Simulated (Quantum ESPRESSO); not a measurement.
BaTe:

```
Ba Te
1.0
     0.00000    3.41000    3.41000
     3.41000    0.00000    3.41000
     3.41000    3.41000    0.00000
Ba Te
1 1
Direct
  0.00000 0.00000 0.00000
  0.50000 0.50000 0.50000
```

Program: Quantum ESPRESSO 7.5. Alike in all runs: task dielectric tensor; no spin polarisation; cell as given; k mesh 4 × 4 × 4, shifted; cutoff (eV) 1088; smearing fermi-dirac 0.05 eV.

Problem. Order these runs on this cell by their pressure, lowest first.
A. level AM05; potentials or basis PseudoDojo 0.4.1 SR PBE standard
B. level BLYP; potentials or basis PseudoDojo 0.4.1 SR PBE standard
C. level LDA; potentials or basis PseudoDojo 0.4.1 SR LDA standard; form of the LDA correlation PW92

Solution. C (0.9 GPa), A (2.7 GPa), B (6.2 GPa).

Caveats: this release of the barium file is off; the potentials were made for another functional, which shifts forces and pressure (some runs); the cell is more than 3 GPa from zero pressure, which shifts response properties (some runs).
